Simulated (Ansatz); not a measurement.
A one-shot G0W0 calculation of a 3-atom cell of Mg₂Si (Fm-3m) from a materials database with Ansatz, at the level G0W0@PBE with 471 empty bands, a screening cutoff of 220 eV and a 6×6×6 mesh, norm-conserving potentials. Cell and atoms come from a relaxation with r2SCAN.

The input:
```yaml
crystal:
  lattice:
    - [0.0, 3.1689705494, 3.1689705494]
    - [3.1689705494, 0.0, 3.1689705494]
    - [3.1689705494, 3.1689705494, 0.0]
  atoms:
    - { symbol: Mg, position: [0.25, 0.25, 0.25] }
    - { symbol: Mg, position: [0.75, 0.75, 0.75] }
    - { symbol: Si, position: [0.0, 0.0, 0.0] }
kpoints:
  mp_grid: { grid: [6, 6, 6] }
hamiltonian:
  xc: pbe
  pseudopotentials: { kind: nc }
scf:
  occupations: { method: fixed }
gw:
  n_empty_bands: 471
  ecut_chi: 220
  qp_bands: [v2, c2]
  qp_kpoints: band_edges
  screening: { model: contour_deformation }
```

It took 29 s on 1 × NVIDIA H100 80GB HBM3 with 4 threads of AMD EPYC 7R13 Processor (Zen 3), with other jobs on the host, load about 2.7 per core; peak host memory 2.8 GiB.

Output, abridged:
```
Functional definition: PBE
Crystal: 3 atoms, lattice volume = 63.648 Å³
Basis set: ecut = 1142.878222 eV, 5601 PW (Γ)
Bands: 16, of which v1, the nominal top of the filled ones, is band 12 counted from 1 (11 counted from 0)
Symmetry: 48 space group operations
Space group: Fm-3m (ITA 225)
k-points: 16 of 216
preconditioner: auto → none  [insulator: Δε(μ)=0.746 eV  ℏωp=13.2 eV]
SCF converged after 6 iterations
Free energy (F): -3348.094141 eV
Fermi energy:    5.904915 eV
--- G₀W₀: contour deformation, 9 samples at zero and on the imaginary axis and 1 off it, 216 q-points, 471 empty bands' worth ---
    ik  band        ε_KS         Σx   Σc(E_QP)       V_xc       Z   E_QP_lin       E_QP  E_QP is
     0    11      5.9049   -12.3710     0.5009   -11.3453  0.7376     5.3769     5.3801  root
     0    12      5.9049   -12.3710     0.5009   -11.3453  0.7376     5.3769     5.3801  root
     0    13      7.8100    -7.2053    -4.0171   -11.1805  0.7468     7.7681     7.7681  root
     0    14      8.4837    -5.9436    -3.9729    -9.8908  0.7385     8.4580     8.4580  root
     1    11      5.6578   -12.3598     0.5910   -11.2488  0.7360     5.1344     5.1379  root
     1    12      5.6578   -12.3598     0.5910   -11.2488  0.7360     5.1344     5.1379  root
     1    13      7.8514    -6.6728    -3.9196   -10.5614  0.7458     7.8205     7.8204  root
     1    14      8.8880    -5.8597    -4.1458    -9.9675  0.7319     8.8501     8.8500  root
     2    11      5.3260   -12.5216     0.7775   -11.2178  0.7324     4.7959     4.7997  root
     2    12      5.3260   -12.5216     0.7775   -11.2178  0.7324     4.7959     4.7997  root
     2    13      7.3692    -6.9373    -3.7951   -10.7017  0.7499     7.3385     7.3385  root
     2    14      8.7292    -5.2083    -4.1338    -9.2857  0.7360     8.6729     8.6728  root
     3    11      5.2030   -12.6176     0.8545   -11.2322  0.7315     4.6677     4.6721  root
     3    12      5.2030   -12.6176     0.8545   -11.2322  0.7315     4.6677     4.6721  root
     3    13      7.1877    -7.0625    -3.7495   -10.7813  0.7508     7.1571     7.1570  root
     3    14      8.4640    -5.0861    -4.0503    -9.0773  0.7403     8.4048     8.4048  root
     6    11      3.9660   -12.5845     1.3283   -10.7587  0.7127     3.4631     3.4686  root
     6    12      4.7618   -12.5277     1.0462   -10.9520  0.7264     4.2274     4.2323  root
     6    13      7.3864    -5.6231    -3.7499    -9.2954  0.7515     7.3090     7.3089  root
     6    14      9.0255    -6.3117    -4.2835   -10.5246  0.7289     8.9549     8.9548  root
     8    11      4.2352   -12.2952     1.2013   -10.5915  0.7189     3.7276     3.7328  root
     8    12      5.6291   -12.5056     0.6119   -11.3718  0.7352     5.1037     5.1072  root
     8    13      8.3970    -6.2076    -4.0981   -10.2781  0.7390     8.3695     8.3695  root
     8    14      9.1179    -6.6347    -4.2735   -10.8521  0.7280     9.0619     9.0618  root
     9    11      4.2706   -12.6042     1.3242   -10.7468  0.7186     3.7312     3.7374  root
     9    12      4.2706   -12.6042     1.3242   -10.7468  0.7186     3.7312     3.7374  root
     9    13      6.6968    -6.4164    -3.5229    -9.8862  0.7538     6.6438     6.6438  root
     9    14      6.8206    -4.8093    -3.5677    -8.2415  0.7576     6.6853     6.6849  root
    10    11      3.1957   -12.5045     1.7831   -10.2284  0.6977     2.6974     2.7028  root
    10    12      4.1783   -12.6590     1.3734   -10.7517  0.7166     3.6382     3.6444  root
    10    13      6.5181    -5.5030    -3.4723    -8.8674  0.7577     6.4104     6.4102  root
    10    14      7.8081    -5.9247    -3.8794    -9.7103  0.7433     7.7145     7.7143  root
    12    11      3.9566   -12.7376     1.5003   -10.7026  0.7124     3.4152     3.4219  root
    12    12      3.9566   -12.7376     1.5003   -10.7026  0.7124     3.4152     3.4219  root
    12    13      6.1027    -4.9709    -3.3267    -8.1475  0.7613     5.9529     5.9526  root
    12    14      6.3253    -6.4761    -3.4313    -9.8465  0.7550     6.2644     6.2643  root
```

The points are ik 0 = (0, 0, 0) (Γ), ik 1 = (0, 0, 1/6), ik 2 = (0, 0, 1/3), ik 3 = (0, 0, -1/2), ik 6 = (0, 1/6, -1/2), ik 8 = (0, 1/6, -1/6), ik 9 = (0, 1/3, 1/3), ik 10 = (0, 1/3, -1/2), ik 12 = (0, -1/2, -1/2); band 12 is the last filled one.

G0W0 moves the gap on the mesh from 0.20 eV (PBE) to 0.57 eV (Γ to k = (0, -1/2, -1/2)). Renormalisation factors Z lie between 0.70 and 0.76. G0W0 values are finite-basis, finite-mesh values.

Calculated for a static, non-magnetic cell.

For so narrow a gap this mesh doesn't settle the screening, and the bands and cutoff are finite.
